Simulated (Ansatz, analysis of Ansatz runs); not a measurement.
# Na-H pair in ZnO: local vibrational mode against experiment

Subject: Na-H pair in ZnO. Wanted: its local vibrational mode, in one set-up (PBE, 72-site cell, PBE lattice, 420 eV, k: the single point 1/4 1/4 1/4, anharmonic cut along the mode). The model is a cell of 72 host atoms with Na put on another atom's site and H put in between. The frequencies come from force constants among the defect atom and its neighbours, with the masses of the isotopes named.

What was measured. O-H stretch, 1H: 3304 cm⁻¹ at 9 K, by FTIR absorption (“Critical increase in Na-doping facilitates acceptor band movements that yields ~180 meV shallow hole conduction in ZnO bulk crystals”, 2017, pmc:5341155). The runs below try to reproduce this.

Program: Ansatz 0.2.0. Level of theory: plane-wave PAW DFT, PBE; relaxation of all atoms of a defect supercell. Results are calculated unless marked as measured.

This is a report of a sequence of runs, with most program output left out.

**1. Starting point**

The cell holds 73 atoms: 35 Zn, 36 O, 1 Na and 1 H. Cell: a = 9.839 Å, b = 9.839 Å, c = 10.587 Å, α = 90.0°, β = 90.0°, γ = 120.0°. It derives from ZnO (space group P6_3mc). Nearest the centre at fractional (0.556, 0.444, 0.642): O39 at 0.50 Å, H73 at 1.51 Å, Na38 at 1.51 Å, Zn61 at 2.21 Å, Zn29 at 2.21 Å, Zn37 at 2.21 Å, O60 at 2.86 Å, O28 at 2.86 Å.

The host's primitive cell comes from a first run (plane-wave PAW DFT, PBE; relaxation of the host's cell and atoms): vectors of 3.280, 3.280 and 5.293 Å. That is 12.33 Å³ an atom, 3.6 % over the diffraction cell's volume. The supercell is built on it.

**2. Relaxation, charge 0**

Every later number rests on the structure around the defect, so the atoms are relaxed at the host's lattice first.

File relax/input.yaml:

```yaml
relax:
  f_tol: 0.01
  max_steps: 80
  random_displacement: { amplitude: 0.02, seed: 368 }
crystal:
  lattice:
    - [9.83855992, 0.0, 0.0]
    - [-4.91927996, 8.52044282, 0.0]
    - [0.0, 0.0, 10.58650211]
  atoms:
    - { symbol: Zn, position: [0.111111111, 0.222222222, 0.249983552] }
    - { symbol: Zn, position: [0.222222222, 0.111111111, -1.6448e-05] }
    - { symbol: O, position: [0.222222222, 0.111111111, 0.189521448] }
    - { symbol: O, position: [0.111111111, 0.222222222, 0.439521448] }
    - { symbol: Zn, position: [0.111111111, 0.222222222, 0.749983552] }
    - { symbol: Zn, position: [0.222222222, 0.111111111, 0.499983552] }
    - { symbol: O, position: [0.222222222, 0.111111111, 0.689521448] }
    - { symbol: O, position: [0.111111111, 0.222222222, 0.939521448] }
[... 61 atom lines left out ...]
    - { symbol: Zn, position: [0.888888889, 0.777777778, 0.499983552] }
    - { symbol: O, position: [0.888888889, 0.777777778, 0.689521448] }
    - { symbol: O, position: [0.777777778, 0.888888889, 0.939521448] }
    - { symbol: H, position: [0.555555999, 0.444444001, 0.784609448] }
basis:
  ecutwfc: 420
  xc_grid: 2
hamiltonian:
  xc: pbe
kpoints:
  mp_grid: { grid: [1, 1, 1], shift: [0.25, 0.25, 0.25] }
scf:
  occupations: { method: fermi_dirac, width: 0.01 }
  max_iter: 120
output:
  forces: true
checkpoint:
  write: "../relax.run"
  compress: false
  write_wavefunctions: true
  write_every: 100000
```

Launch:

```console
$ ansatz run input.yaml --threads 2 --pin off --max-ram 4710MiB --backend cpu --events-out ev --progress --plain --runs-dir out
```

Wall time 4.7 min (2 threads of Arm Neoverse V1, shared host); peak memory 2.2 GiB; 9.2 min of CPU time.

The steps of the relaxation:

```csv
step,energy less that of the first step (eV),largest force component (eV/Å)
1,0.0000,3.3032
2,-1.1802,2.3244
3,-1.8115,0.5971
4,-1.8397,0.0329
5,-1.8409,0.0175
6,-1.8412,0.0070
```

The atoms that moved most (Å, from the sites as typed, ahead of the random displacement, the mean shift of all atoms taken out):

```csv
atom,dx,dy,dz,length
O39,0.000,0.001,0.355,0.355
H73,0.011,-0.004,0.329,0.329
Zn61,0.184,0.110,0.013,0.214
Zn29,-0.003,-0.213,0.014,0.213
Zn37,-0.183,0.106,0.018,0.212
O28,0.002,-0.155,-0.029,0.158
O60,0.135,0.075,-0.028,0.157
O36,-0.127,0.073,-0.029,0.149
```

The atoms nearest to the centre after the run:

```csv
atom,distance (Å)
O39,0.856
Na38,1.418
H73,1.837
Zn61,2.401
Zn37,2.403
Zn29,2.404
O36,2.982
O60,2.985
O28,2.989
```

Neighbours of the added atoms: H73: O39 0.98, Zn34 2.09, Zn61 2.21 Å.

This step gave:

```
free energy : -138110.1046 eV
```

The relaxation ends 25 meV an atom lower than the displaced start, with a largest force component of 0.0070 eV/Å.

**3. Local vibrational modes**

A local mode lives on the defect and the atoms next to it, so only the sites listed in the input are displaced, which costs far fewer SCF runs than the whole cell would.

This step: plane-wave PAW DFT, PBE; finite-displacement force constants among the atoms nearest to a defect, the others at rest.

File modes/input.yaml:

```yaml
crystal:
  lattice:
    - [9.83855992, 0.0, 0.0]
    - [-4.91927996, 8.52044282, 0.0]
    - [0.0, 0.0, 10.58650211]
  atoms:
    - { symbol: Zn, position: [0.110743267, 0.222356551, 0.249067442] }
    - { symbol: Zn, position: [0.221342066, 0.110535715, 0.000105548] }
[... 25 atom lines left out ...]
    - { symbol: O, position: [0.435357571, 0.203829118, 0.436834018] }
    - { symbol: Zn, position: [0.431390175, 0.197044196, 0.751407925] }
[... 1 atom line left out ...]
    - { symbol: O, position: [0.557080387, 0.109981357, 0.687648387] }
[... 4 atom lines left out ...]
    - { symbol: O, position: [0.435619455, 0.563906167, 0.436848054] }
    - { symbol: Zn, position: [0.43183608, 0.567785551, 0.751737581] }
    - { symbol: Na, position: [0.555505013, 0.443958123, 0.508357272] }
    - { symbol: O, position: [0.555360856, 0.444342677, 0.723174008] }
[... 20 atom lines left out ...]
    - { symbol: O, position: [0.795692617, 0.564124002, 0.436957943] }
    - { symbol: Zn, position: [0.802652361, 0.56824117, 0.751258034] }
[... 1 atom line left out ...]
    - { symbol: O, position: [0.889610321, 0.442400496, 0.687636433] }
[... 7 atom lines left out ...]
    - { symbol: O, position: [0.889650015, 0.78086439, 0.687743847] }
[... 1 atom line left out ...]
    - { symbol: H, position: [0.556211382, 0.443817252, 0.815805409] }
basis:
  ecutwfc: 420
  xc_grid: 2
hamiltonian:
  xc: pbe
kpoints:
  mp_grid: { grid: [1, 1, 1], shift: [0.25, 0.25, 0.25] }
scf:
  occupations: { method: fermi_dirac, width: 0.01 }
  max_iter: 120
output: {}
checkpoint:
  read: "../relax.run"
phonons:
  supercell: [1, 1, 1]
  displaced_sites: [28, 33, 38, 60, 72]
```

Elapsed: 35 min, on 2 threads; peak memory 2.2 GiB; 68 min of CPU time.

Read from the output:

| Item | Value |
| --- | --- |
| free energy | -138110.1046 eV |

The modes with the largest weight on the probed atoms (the light atom of a pair), for the masses of each isotope. Modes of the displaced atoms (local only where they lie over the host's phonons):

```csv
isotopes,mode (cm⁻¹),share of the defect atoms
H,3488,0.943
H,742.2,0.965
H,726.4,0.977
D,2537,0.891
D,534.8,0.923
D,520.5,0.941
```

**4. Point 1 along the mode**

A light atom samples the curved part of its well, so the energy is mapped along the mode and the one-dimensional Schrödinger equation solved on it.

This step: plane-wave PAW DFT, PBE; single point of a defect supercell.

File cut0/input.yaml:

```yaml
crystal:
  lattice:
    - [9.83855992, 0.0, 0.0]
    - [-4.91927996, 8.52044282, 0.0]
    - [0.0, 0.0, 10.58650211]
  atoms:
    - { symbol: Zn, position: [0.110743267, 0.222356551, 0.249067442] }
    - { symbol: Zn, position: [0.221342066, 0.110535715, 0.000105548] }
[... 25 atom lines left out ...]
    - { symbol: O, position: [0.435357571, 0.203829118, 0.436834018] }
    - { symbol: Zn, position: [0.431396079, 0.197055954, 0.751405196] }
[... 1 atom line left out ...]
    - { symbol: O, position: [0.557080387, 0.109981357, 0.687648387] }
[... 4 atom lines left out ...]
    - { symbol: O, position: [0.435619455, 0.563906167, 0.436848054] }
    - { symbol: Zn, position: [0.43183608, 0.567785551, 0.751737581] }
    - { symbol: Na, position: [0.555505013, 0.443958123, 0.508357272] }
    - { symbol: O, position: [0.555375619, 0.444333349, 0.724833783] }
[... 20 atom lines left out ...]
    - { symbol: O, position: [0.795692617, 0.564124002, 0.436957943] }
    - { symbol: Zn, position: [0.802640558, 0.568235236, 0.751255272] }
[... 1 atom line left out ...]
    - { symbol: O, position: [0.889610321, 0.442400496, 0.687636433] }
[... 7 atom lines left out ...]
    - { symbol: O, position: [0.889650015, 0.78086439, 0.687743847] }
[... 1 atom line left out ...]
    - { symbol: H, position: [0.55599842, 0.443955365, 0.788855294] }
basis:
  ecutwfc: 420
  xc_grid: 2
hamiltonian:
  xc: pbe
kpoints:
  mp_grid: { grid: [1, 1, 1], shift: [0.25, 0.25, 0.25] }
scf:
  occupations: { method: fermi_dirac, width: 0.01 }
  max_iter: 120
output:
  forces: true
checkpoint:
  read: "../relax.run"
```

Run time: 67 s. Hardware: 2 threads; peak memory 2 GiB.

This step gave:

```
free energy : -138105.5742 eV
```

The series, run alike:

```csv
run,outcome,energy less the first (eV),moment (μB),time
point 1 along the mode,converged,0.0000,0.00,67 s
point 2 along the mode,converged,-2.6410,0.00,61 s
point 3 along the mode,converged,-3.8129,0.00,57 s
point 4 along the mode,converged,-4.3837,0.00,61 s
point 5 along the mode,converged,-4.4287,0.00,61 s
point 6 along the mode,converged,-4.1888,0.00,62 s
point 7 along the mode,converged,-3.9026,0.00,63 s
point 8 along the mode,converged,-3.5478,0.00,62 s
point 9 along the mode,converged,-3.1899,0.00,64 s
```

**5. Anharmonic fundamental**

Analysis of the runs above: one-dimensional Schroedinger equation on a polynomial through PBE energies along the local mode.

It gives:

```yaml
stretch: 3295 cm⁻¹
stretch_harmonic: 3488 cm⁻¹
```

The energy by normal coordinate:

```csv
normal coordinate (amu½ Å),energy (eV)
-0.295,4.53
-0.216,1.89
-0.147,0.718
-0.074,0.147
0.000,0
0.074,0.102
0.147,0.342
0.216,0.628
0.295,0.983
0.374,1.34
```

**6. Summary of results**

```json
{
 "distance from the defect atom to its nearest neighbour": "0.981 Å",
 "O-H stretch, 1H": "3295 cm⁻¹",
 "time of the whole chain": "49 min on 2 threads"
}
```

**Reading.** O-H stretch, 1H: computed 3295 cm⁻¹, measured 3304 cm⁻¹; 9 cm⁻¹ (0 %) below the measurement. The anharmonic cut moves the O-H stretch, 1H from 3488 to 3295 cm⁻¹; a straight cut leaves out the coupling to the other modes. Only the named neighbours move, so modes near the host's band are approximate.

[Logs are printed without paths, hosts, clocks, repeated set-up lines and the standing remarks that a program may print on its own settings, such as how far it seeks lower states.]

[Hosts, paths, dates, database ids (printed as entryN), source tags and the programs' standing remarks are cut or masked in the printed files.]

[For some hosts the program warned that the k-mesh of the response run may be too coarse for force constants and the static dielectric constant; such warnings are not shown here.]
